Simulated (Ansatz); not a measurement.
Crystal: Ag.

```xyz
1
Lattice="0.0000 2.0427 2.0427 2.0427 0.0000 2.0427 2.0427 2.0427 0.0000" Properties=species:S:1:pos:R:3 pbc="T T T"
Ag    0.0000    0.0000    0.0000
```

```yaml
Program: Ansatz 0.2.0
Task: relaxation of cell and atoms
Functional: PBE
Potentials_or_basis: Ansatz PAW
Cutoff: "420 eV (not typed: the program's choice for these potentials)"
k_mesh: 11 × 11 × 11
Occupations: fermi-dirac, width 0.05 eV
Spin: no spin polarisation
```

At the start: volume 17.05 Å³/atom.

Problem. How do energy, volume and symmetry change on relaxing?

Solution. It ends after 5 steps and the volume is 17.80 Å³/atom (+4.4 %); space group Fm-3m (No. 225, to 0.05 Å).

Step by step:
| step | energy change (eV) | largest force (eV/Å) | volume (Å³) |
| --- | --- | --- | --- |
| 1 | 0.0000 | 0.0000 | 17.05 |
| 2 | -0.0054 | 0.0000 | 18.32 |
| 3 | -0.0095 | 0.0000 | 17.86 |
| 4 | -0.0096 | 0.0000 | 17.80 |
| 5 | -0.0098 | 0.0000 | 17.80 |

Final structure:
```
Ag
1.0
     0.00000    2.07232    2.07232
     2.07232    0.00000    2.07232
     2.07232    2.07232    0.00000
Ag
1
Direct
  0.00000 0.00000 0.00000
```

Caveat: the plane-wave basis is chosen anew once the cell has moved, so the energies of steps on either side of that aren't comparable.
